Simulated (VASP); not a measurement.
A run of VASP 6.6.1 is set up as follows.

File POSCAR:

```
La
1.0
   -2.1517794217      2.1517794217      2.1517794217
    2.1517794217     -2.1517794217      2.1517794217
    2.1517794217      2.1517794217     -2.1517794217
La
1
Direct
    0.0000000000      0.0000000000      0.0000000000
```

File INCAR.step1:

```
SYSTEM = La
PREC = Accurate
ENCUT = 520
ISMEAR = -1
SIGMA = 0.03
LREAL = .FALSE.
LASPH = .TRUE.
NELM = 100
NBANDS = 12
GGA = PE
ALGO = Normal
EDIFF = 1E-4
LWAVE = .TRUE.
LCHARG = .FALSE.
```

File INCAR.step2:

```
SYSTEM = La
PREC = Accurate
ENCUT = 520
EDIFF = 1E-8
ISMEAR = -1
SIGMA = 0.03
LREAL = .FALSE.
LASPH = .TRUE.
NELM = 100
ALGO = Normal
ISIF = 2
LWAVE = .FALSE.
LCHARG = .FALSE.
METAGGA = R2SCAN
LMIXTAU = .TRUE.
LEFG = .TRUE.
NBANDS = 12
ISTART = 1
```

The input KPOINTS:

```
regular mesh
0
G
  11 11 11
  0 0 0
```

Potentials or basis: VASP PAW PBE potentials, release 64 (La).

Command:

```sh
$ cat potpaw_PBE.64/La/POTCAR > POTCAR
$ cp INCAR.step1 INCAR
$ mpirun -np 1 vasp_std > vasp.out
$ cp INCAR.step2 INCAR
$ mpirun -np 1 vasp_std > vasp.out
```

(1) What does it give for the band gap on the k mesh?

(2) Estimate the pressure.

Answers

(1) none (metal or under the smearing width).

(2) -0.8 GPa.

Caveat: the PAW data sets were made with another functional, which shifts forces and pressure a little.
